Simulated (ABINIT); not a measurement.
Runs of ABINIT 10.8.3 (patched build) on Ti. It takes space group P6_3/mmc (No. 194, hexagonal). Conventional cell: a = 2.950 Å, b = 2.950 Å, c = 4.680 Å, α = 90.00°, β = 90.00°, γ = 120.00°. Around Ti (site symmetry -6m2) lie 12 Ti at 2.89 to 2.95 Å. 

```tsv
task	level	potentials or basis	k mesh	cutoff (eV)	fine-grid cutoff	gap on the mesh (eV)	pressure (GPa)	V0 of scaled cells (Å³/atom)	B0 (GPa)
equation of state	revPBE	JTH PAW PBE v2.0	10 × 10 × 6	408	816.342 eV	-	-	17.80	107
band structure	BLYP	JTH PAW PBE v2.0	10 × 10 × 6	408	816.342 eV	none	1.3	-	-
band structure	LDA-PZ	JTH PAW LDA v2.0	10 × 10 × 6	408	816.342 eV	none	-9.5	-	-
single point	PBEsol	JTH PAW PBE v2.0	13 × 13 × 8	408	816.342 eV	none	-5.5	-	-
equation of state	PBEsol	PseudoDojo NC SR PBEsol v0.4.1 standard	10 × 10 × 6	1143	-	-	-	(b)	(a)
band structure	WC	JTH PAW PBE v2.0	10 × 10 × 6	408	816.342 eV	none	-5.4	-	-
single point	PBE	JTH PAW PBE v2.0	10 × 10 × 6	408	816.342 eV	none	-1.3	-	-
band structure	PBEsol	JTH PAW PBE v2.0	10 × 10 × 6	408	816.342 eV	none	-5.5	-	-
```

Alike in all rows: no spin polarisation; cell as given; smearing fermi-dirac 0.05 eV.

Question: Fill in the values left out.

Answer: (a) 118; (b) 16.74.

Caveats: the PAW data sets were made with another functional, which shifts forces and pressure a little (some runs); pressures at fixed basis lie under the slope of the energies (some runs); the cell was scaled at fixed shape and fractional positions, which overstates the stiffness of a crystal with free parameters, most of all of layers and chains (some runs).

A k mesh can miss the band edges.

A gap of «none» marks a metal or a gap under the smearing width.

Not every run made on this cell is shown here.
